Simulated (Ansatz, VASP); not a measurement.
## N in VASP and in Ansatz

File INCAR:

```
PREC     = Accurate       # precision mode
ENCUT    = 520            # plane-wave cutoff, eV
EDIFF    = 1E-6           # SCF threshold, eV
ISMEAR   = 0              # smearing method
SIGMA    = 0.05           # smearing width, eV
LREAL    = False          # projectors in reciprocal space
LASPH    = True           # aspherical terms in the spheres
NELM     = 100            # most SCF steps
ALGO     = Normal         # electronic algorithm
ISIF     = 2              # what is computed and relaxed
LWAVE    = False          # write WAVECAR
LCHARG   = False          # write CHGCAR
GGA      = PS             # functional
NBANDS   = 18             # bands
```

File KPOINTS:

```
regular mesh
0
Gamma
  6 6 4
```

Contents of POSCAR:

```
N
1.0
    4.1672328106      0.0000000000      0.0000000000
   -2.0836164053      3.6089294775      0.0000000000
    0.0000000000      0.0000000000      7.0060035100
N
4
Direct
    0.3956786913      0.7913573825      0.3289300400
    0.3333333333      0.6666666667      0.1710699600
    0.6666666667      0.3333333333      0.8289300400
    0.6666666667      0.3333333333      0.6710699600
```

Input for Ansatz:

```yaml
crystal:
  lattice:
    - [4.1672328106, 0.0, 0.0]
    - [-2.0836164053, 3.6089294775, 0.0]
    - [0.0, 0.0, 7.00600351]
  atoms:
    - { symbol: "N", position: [0.3956786913, 0.7913573825, 0.32893004] }
    - { symbol: "N", position: [0.3333333333, 0.6666666667, 0.17106996] }
    - { symbol: "N", position: [0.6666666667, 0.3333333333, 0.82893004] }
    - { symbol: "N", position: [0.6666666667, 0.3333333333, 0.67106996] }
basis:
  ecutwfc: 420
kpoints:
  mp_grid: { grid: [6, 6, 4] }
hamiltonian:
  xc: pbesol
scf:
  occupations: { method: gaussian, width: 0.05 }
output:
  forces: true
  stress: true
  eigenvalues: true
```

Alike in both runs: task single point; functional PBEsol; k mesh 6 × 6 × 4; occupations gaussian, width 0.05 eV; no spin polarisation.

|  | VASP | Ansatz |
| --- | --- | --- |
| version | VASP 6.6.1 | Ansatz 0.2.0 |
| potentials or method | VASP PAW PBE potentials, release 64 (N) | scalar-relativistic, plane waves, PAW |
| plane-wave cutoff (eV) | 520 | 420 |
| valence electrons in the cell | 20 | 20 |

Ansatz gave:

* gap on the k mesh at the Fermi level (eV): 6.48
* least direct gap on the mesh (eV): 6.62
* pressure (GPa): -6.1
* largest component of the traceless stress (GPa): 10.01
* rms of the force components (eV/Å): 3.976

Question: What did VASP give for the same quantities?

Answer: gap on the k mesh at the Fermi level (eV): 6.44; least direct gap on the mesh (eV): 6.58; pressure (GPa): -4.9; largest component of the traceless stress (GPa): 7.64; rms of the force components (eV/Å): 3.777.

Atom by atom the forces differ by 0.735 eV/Å (rms over components). The functional is the same, so the differences come from potentials, cutoffs and numerics.

Caveats: the standard files for N, O and F lose accuracy on very short bonds; the PAW data sets were made with another functional, which shifts forces and pressure a little (VASP). A k mesh can miss the band edges.
